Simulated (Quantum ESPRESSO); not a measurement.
# Ir in Quantum ESPRESSO: the effect of target pressure

Crystal: Ir.

```
CELL_PARAMETERS angstrom
0.00000 1.91560 1.91560
1.91560 0.00000 1.91560
1.91560 1.91560 0.00000
ATOMIC_POSITIONS crystal
Ir 0.00000 0.00000 0.00000
```

Alike in all runs:

| Property | Result |
| --- | --- |
| Program | Quantum ESPRESSO 7.5 |
| Task | phonons |
| Functional | PBE |
| Potentials or basis | PseudoDojo 0.4.1 SR PBE standard |
| Cutoff | 925 eV |
| Density cutoff | 3701 eV |
| k mesh | 8 × 8 × 8 |
| Occupations | cold, width 0.2 eV |
| Spin | no spin polarisation |

Each run relaxes the cell or the atoms first.

```tsv
target pressure	relaxed volume (Å³/atom)	highest phonon frequency (cm⁻¹)
0 GPa	14.52	127
5 GPa	?	?
10 GPa	14.14	142
20 GPa	13.81	156
40 GPa	13.25	180
```

What does the run with target pressure 5 GPa give?

Relaxed volume 14.32 Å³/atom; highest phonon frequency 135 cm⁻¹.

Worked out: In Murnaghan's law V^(-B') rises as a straight line in P. The other rows fit best with B' = 4.3, V0 = 14.52 Å³/atom and B0 = 357 GPa, which gives 14.32 Å³/atom at 5 GPa, against the run's 14.32. A parabola through the other rows of the highest phonon frequency, of slope 1.51 cm⁻¹ per GPa there, gives 135 cm⁻¹, against the run's 135.

Caveats: the mesh is thin for the phonons of a metal; the cell is more than 3 GPa from zero pressure, which shifts response properties (some runs).
